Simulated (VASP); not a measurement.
# Li3HSe (Pm-3m) in VASP: a series of runs

One crystal, Li3HSe, is run at these levels: PBE+D3(BJ); tasks: relaxation of cell and atoms.

Everything below comes from runs of VASP 6.6.1. Logs are shortened: lines on timing, memory, paths and dates and some standing lists are left out, and cuts for length are marked.

### 1 The structure

It takes space group Pm-3m (No. 221, cubic). The conventional cell has a = 3.974 Å, b = 3.974 Å, c = 3.974 Å, α = 90.00°, β = 90.00°, γ = 90.00°. Li (site symmetry 4/mmm) is surrounded by 2 H at 1.99 Å. H (site symmetry m-3m) is surrounded by 6 Li at 1.99 Å. Se (site symmetry m-3m) is surrounded by 12 Li at 2.81 Å.

The cell was built by a generator and needn't be a form met in nature.

### 2 Relaxation of cell and atoms, PBE+D3(BJ)

INCAR reads:

```
PREC = Accurate ; ENCUT = 600
EDIFF = 1E-6 ; ISMEAR = 0
SIGMA = 0.03 ; LREAL = F
LASPH = T ; NELM = 80
ALGO = Normal ; ISIF = 3
LWAVE = F ; LCHARG = F
GGA = PE ; IVDW = 12
IBRION = 2 ; NSW = 90
EDIFFG = -0.01
```

KPOINTS reads:

```
regular mesh
0
Gamma
  8 8 8
```

POSCAR reads:

```
Li3HSe
1.0
    3.9744000000      0.0000000000      0.0000000000
    0.0000000000      3.9744000000      0.0000000000
    0.0000000000      0.0000000000      3.9744000000
Li H Se
3 1 1
Direct
    0.0000000000      0.5000000000      0.5000000000
    0.5000000000      0.0000000000      0.5000000000
    0.5000000000      0.5000000000      0.0000000000
    0.5000000000      0.5000000000      0.5000000000
    0.0000000000      0.0000000000      0.0000000000
```

Potentials or basis: VASP PAW PBE potentials, release 64 (Li_sv, H, Se).

Launch:

```
cat potpaw_PBE.64/Li_sv/POTCAR potpaw_PBE.64/H/POTCAR potpaw_PBE.64/Se/POTCAR > POTCAR
mpirun -np 1 vasp_std > vasp.out
```

OUTCAR:

```text
PREC = Accurate
   ENCUT = 600
   EDIFF = 1E-6
   ISMEAR = 0
   LREAL = F
   LASPH = T
   NELM = 80
   ISIF = 3
   GGA = PE
   IVDW = 12
   IBRION = 2
   NSW = 90
   EDIFFG = -0.01
 IVDW          = 12

 ion  position               nearest neighbor table
   1  0.000  0.500  0.500-
   2  0.500  0.000  0.500-
   3  0.500  0.500  0.000-
   4  0.500  0.500  0.500-
   5  0.000  0.000  0.000-

  LATTYP: Found a simple cubic cell.
 ALAT       =     3.9744000000

  Lattice vectors:

 A1 = (   3.9744000000,   0.0000000000,   0.0000000000)
 A2 = (   0.0000000000,   3.9744000000,   0.0000000000)
 A3 = (   0.0000000000,   0.0000000000,   3.9744000000)

Analysis of symmetry for initial positions (statically):
=====================================================================
 Subroutine PRICEL returns:
 Original cell was already a primitive cell.

 Routine SETGRP: Setting up the symmetry group for a
 simple cubic supercell.

 Subroutine GETGRP returns: Found 48 space group operations
 (whereof 48 operations were pure point group operations)
 out of a pool of 48 trial point group operations.

The static configuration has the point symmetry O_h .

Analysis of symmetry for dynamics (positions and initial velocities):
=====================================================================
 Subroutine PRICEL returns:
 Original cell was already a primitive cell.

 Routine SETGRP: Setting up the symmetry group for a
 simple cubic supercell.

 Subroutine GETGRP returns: Found 48 space group operations
 (whereof 48 operations were pure point group operations)
 out of a pool of 48 trial point group operations.

The dynamic configuration has the point symmetry O_h .

 Subroutine INISYM returns: Found 48 space group operations
 (whereof 48 operations are pure point group operations),
 and found     1 'primitive' translations

----------------------------------------------------------------------------------------

                                     Primitive cell

  volume of cell :      62.7790

  direct lattice vectors                    reciprocal lattice vectors
     3.974400000  0.000000000  0.000000000     0.251610306  0.000000000  0.000000000
     0.000000000  3.974400000  0.000000000     0.000000000  0.251610306  0.000000000
     0.000000000  0.000000000  3.974400000     0.000000000  0.000000000  0.251610306

  length of vectors
     3.974400000  3.974400000  3.974400000     0.251610306  0.251610306  0.251610306

  position of ions in fractional coordinates (direct lattice)
     0.000000000  0.500000000  0.500000000
     0.500000000  0.000000000  0.500000000
     0.500000000  0.500000000  0.000000000
     0.500000000  0.500000000  0.500000000
     0.000000000  0.000000000  0.000000000

  ion indices of the primitive-cell ions
   primitive index   ion index
                 1           1
                 2           2
                 3           3
                 4           4
                 5           5

----------------------------------------------------------------------------------------

 KPOINTS: regular mesh

Automatic generation of k-mesh.
 Grid dimensions read from file:
 generate k-points for:    8    8    8

 Generating k-lattice:

  Cartesian coordinates                     Fractional coordinates (reciprocal lattice)
     0.031451288  0.000000000  0.000000000     0.125000000  0.000000000  0.000000000
     0.000000000  0.031451288  0.000000000     0.000000000  0.125000000  0.000000000
     0.000000000  0.000000000  0.031451288     0.000000000  0.000000000  0.125000000

  Length of vectors
     0.031451288  0.031451288  0.031451288

  Shift w.r.t. Gamma in fractional coordinates (k-lattice)
     0.000000000  0.000000000  0.000000000

 Subroutine IBZKPT returns following result:
 ===========================================

 Found     35 irreducible k-points:

 Following reciprocal coordinates:
            Coordinates               Weight
  0.000000  0.000000  0.000000      1.000000
  0.125000  0.000000  0.000000      6.000000
  0.250000  0.000000  0.000000      6.000000
  0.375000  0.000000  0.000000      6.000000
  0.500000  0.000000  0.000000      3.000000
  0.125000  0.125000  0.000000     12.000000
[... 16 lines left out ...]
  0.375000  0.375000  0.125000     24.000000
  0.500000  0.375000  0.125000     24.000000
 [... further k-points ...]
   k-points           NKPTS =     35   k-points in BZ     NKDIM =     35   number of bands    NBANDS=     12
   number of dos      NEDOS =    301   number of ions     NIONS =      5
   total plane-waves  NPLWV =  32768
   dimension x,y,z NGX =    32 NGY =   32 NGZ =   32
   dimension x,y,z NGXF=    64 NGYF=   64 NGZF=   64
   ions per type =               3   1   1
   NGX,Y,Z   is equivalent  to a cutoff of  13.39, 13.39, 13.39 a.u.
   NGXF,Y,Z  is equivalent  to a cutoff of  26.77, 26.77, 26.77 a.u.
 SYSTEM =  unknown system
   PREC   = accura    normal or accurate (medium, high low for compatibility)
   ISTART =      0    job   : 0-new  1-cont  2-samecut
   ICHARG =      2    charge: 1-file 2-atom 10-const
   ISPIN  =      1    spin polarized calculation?
   LNONCOLLINEAR =      F non collinear calculations
   LSORBIT =      F    spin-orbit coupling
   LASPH  =      T    aspherical Exc in radial PAW
   ENCUT  =  600.0 eV  44.10 Ry    6.64 a.u.   7.94  7.94  7.94*2*pi/ulx,y,z
   NELM   =     80;   NELMIN=  2; NELMDL= -5     # of ELM steps
   EDIFF  = 0.1E-05   stopping-criterion for ELM
   LREAL  =      F    real-space projection
   EDIFFG = -.1E-01   stopping-criterion for IOM
   NSW    =     90    number of steps for IOM
   IBRION =      2    ionic relax: 0-MD 1-quasi-New 2-CG
   NFREE  =      1    steps in history (QN), initial steepest desc. (CG)
   ISIF   =      3    stress and relaxation
   ISYM   =      2    0-nonsym 1-usesym 2-fastsym
   POTIM  = 0.5000    time-step for ionic-motion
   TEBEG  =    0.0;   TEEND  =   0.0 temperature during run
   PSTRESS=    0.0 pullay stress
   NELECT =      16.0000    total number of electrons
   NUPDOWN=      -1.0000    fix difference up-down
   EMIN   =  10.00;   EMAX   =-10.00  energy-range for DOS
   EFERMI =   0.00;   METHOD = LEGACY
   ISMEAR =     0;   SIGMA  =   0.03  broadening in eV -4-tet -1-fermi 0-gaus
   EFERMI_NEDOS =   21; number of points for ismear=-14 and -15
   IALGO  =     38    algorithm
   IMIX   =      4    mixing-type and parameters
     AMIX     =   0.40;   BMIX     =  1.00
     AMIX_MAG =   1.60;   BMIX_MAG =  1.00
  volume/ion in A,a.u.               =      12.56        84.73
  Fermi-wavevector in a.u.,A,eV,Ry     =   1.037950  1.961442 14.658114  1.077341
  Thomas-Fermi vector in A             =   2.172412
   LORBIT       =      0    0 simple, 1 ext, 2 COOP (PROOUT), +10 PAW based schemes
   GGA     = PE    functional components
   LHFCALC =     F    Hartree Fock is set to
   AEXX    =    0.0000 exact exchange contribution
   IVDW    =    12    specifies the selected vdW correction
   LEPSILON=     F    determine dielectric tensor
   LRPA    =     F    only Hartree local field effects (RPA)
 conjugate gradient relaxation of ions
 non-spin polarized calculation
 Gauss-broadening in eV      SIGMA  =   0.03
  energy-cutoff  :      600.00
  volume of cell :       62.78
 maximum number of plane-waves:      2176
 NGX is ok and might be reduce to    32
   NGX = 15   NGY = 15   NGZ = 15

--------------------------------------- Ionic step        1  -------------------------------------------

 number of electron      16.0000027 magnetization

 Free energy of the ion-electron system (eV)
  ---------------------------------------------------
  ext. energy  EPLUGINS =         0.00000000
  ---------------------------------------------------
  free energy    TOTEN  =       -17.12228683 eV

  energy without entropy =      -17.12228683  energy(sigma->0) =      -17.12228683

------------------------ aborting loop because EDIFF is reached ----------------------------------------

 Edisp (eV)   -1.24679

 E8    (eV) :    -0.4986

  FORCE on cell =-STRESS in cart. coord.  units (eV):
  Direction    XX          YY          ZZ          XY          YZ          ZX
  --------------------------------------------------------------------------------------
  -------------------------------------------------------------------------------------
  Total      -1.68846    -1.68846    -1.68846     0.00000     0.00000    -0.00000
  in kB     -43.09101   -43.09101   -43.09101     0.00000     0.00000    -0.00000
  external pressure =      -43.09 kB  Pullay stress =        0.00 kB
[... 110 lines left out ...]
  energy  without entropy=      -18.4698949963  energy(sigma->0) =      -18.46989500

--------------------------------------- Ionic step        4  -------------------------------------------

 number of electron      15.9999964 magnetization

 Free energy of the ion-electron system (eV)
  ---------------------------------------------------
  ext. energy  EPLUGINS =         0.00000000
  ---------------------------------------------------
  free energy    TOTEN  =       -17.06286799 eV

  energy without entropy =      -17.06286799  energy(sigma->0) =      -17.06286799

 E-fermi :   2.9722     XC(G=0):  -9.3378

 val. band max:        2.7472217013   @ k =   0.5000   0.5000   0.0000
 cond. band min:       6.5737237362   @ k =   0.5000   0.0000   0.0000
 fundamental gap:      3.8265020350
 Fermi energy:         2.9721838451

 k-point     1 :       0.0000    0.0000    0.0000
  band No.  band energies     occupation
      1     -42.3683      2.00000
      2     -42.2945      2.00000
      3     -42.2945      2.00000
      4      -9.4395      2.00000
      5      -0.1076      2.00000
      6       1.3306      2.00000
      7       1.3306      2.00000
      8       1.3306      2.00000
      9       8.5586      0.00000
     10       8.5586      0.00000
     11       9.9906      0.00000
     12       9.9906      0.00000
[... 331 lines left out ...]
 k-point    24 :       0.5000    0.3750    0.1250
  band No.  band energies     occupation
      1     -42.3266      2.00000
      2     -42.3179      2.00000
      3     -42.3093      2.00000
      4      -8.7482      2.00000
      5      -1.4265      2.00000
      6      -0.2774      2.00000
      7      -0.0396      2.00000
      8       1.9420      2.00000
      9       7.9715      0.00000
     10       8.2009      0.00000
     11       9.2262      0.00000
     12       9.9052      0.00000

 [... further k-points ...]

------------------------ aborting loop because EDIFF is reached ----------------------------------------

 Edisp (eV)   -1.40773

 E8    (eV) :    -0.5638

  FORCE on cell =-STRESS in cart. coord.  units (eV):
  Direction    XX          YY          ZZ          XY          YZ          ZX
  --------------------------------------------------------------------------------------
  -------------------------------------------------------------------------------------
  Total       0.01304     0.01304     0.01304     0.00000     0.00000     0.00000
  in kB       0.37396     0.37396     0.37396     0.00000     0.00000     0.00000
  external pressure =        0.37 kB  Pullay stress =        0.00 kB
[... 20 lines left out ...]
  FREE ENERGIE OF THE ION-ELECTRON SYSTEM (eV)
  ---------------------------------------------------
  free  energy   TOTEN  =       -18.4705966779 eV

  energy  without entropy=      -18.4705966779  energy(sigma->0) =      -18.47059668

 reached required accuracy - stopping structural energy minimisation
```

Run time: 32 s. Hardware: 1 thread of Intel Xeon 6975P-C (Granite Rapids), shared host; peak memory 0.21 GiB.

Results:

- Free energy: -18.4706 eV
- Relaxed volume: 11.17 Å³/atom
- Relaxed cell: a = 3.823 Å, b = 3.823 Å, c = 3.823 Å, α = 90.00°, β = 90.00°, γ = 90.00°
- Space group after relaxing (to 0.05 Å): Pm-3m (No. 221)
- Energy gained by relaxing: 20.3 meV/atom
- Ionic steps: 4
- Pressure after relaxing: 0.0 GPa
- Band gap on the k mesh: 3.83 eV, indirect (least direct gap 4.43 eV)
- Dispersion energy per atom: -0.282 eV

The path:
```
step  energy change (eV)  largest force (eV/Å)  pressure (GPa)  volume (Å³)
   1              0.0000                0.0000           -4.31        62.78
   2             -0.0670                0.0000           -2.73        59.76
   3             -0.1008                0.0000           -0.43        56.44
   4             -0.1015                0.0000            0.04        55.87
```

Final structure:
```xyz
5
Lattice="3.8229 0.0000 0.0000 0.0000 3.8229 0.0000 0.0000 0.0000 3.8229" Properties=species:S:1:pos:R:3 pbc="T T T"
Li    0.0000    1.9115    1.9115
Li    1.9115    0.0000    1.9115
Li    1.9115    1.9115    0.0000
H     1.9115    1.9115    1.9115
Se    0.0000    0.0000    0.0000
```

Caveat: the cutoff is under 1.25 times the usual one of these potentials, so pressure, stress and relaxed cells hold a basis-set (Pulay) error. PBE gaps usually lie below the measured ones, often by a third to a half.

[end of part 1 of 2]
